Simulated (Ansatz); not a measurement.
Runs of Ansatz 0.2.0 on Sb. The typed cell holds 1 atom: a = 3.520 Å, b = 3.489 Å, c = 3.551 Å, α = 126.62°, β = 127.33°, γ = 78.30°. This isn't the form of Sb at room conditions, which is rhombohedral.

```tsv
task	level	cutoff (eV)	points for each segment of the path	gap on the mesh (eV)	pressure (GPa)
band structure	HSE06	420	4	none	-0.5
band structure	r2SCAN	500	14	none	(a)
band structure	PBEsol	420	14	none	-1.4
band structure	LDA	420	14	none	(b)
single point	PBE0	420	-	none	-0.7
```

Alike in all rows: potentials or basis Ansatz PAW; no spin polarisation; cell sheared at random, sigma 0.01, atoms nudged by 0.01 Å; k mesh 6 × 6 × 7; smearing fermi-dirac 0.05 eV; the mesh is coarse, so values aren't converged.

Problem. Fill in the values left out.

Solution. (a) 1.1; (b) -2.6.

Caveats: all runs use coarse meshes; the PAW data sets come from PBE, with cores solved anew for the run's functional, which leaves a small shift of forces and pressure; spin-orbit coupling is left out, which moves the levels of the heavy elements (some runs); the thresholds are loose for stress (some runs).

A k mesh can miss the band edges, and the runs leave out spin-orbit coupling on Sb.

A gap of «none» marks a metal or a gap under the smearing width.
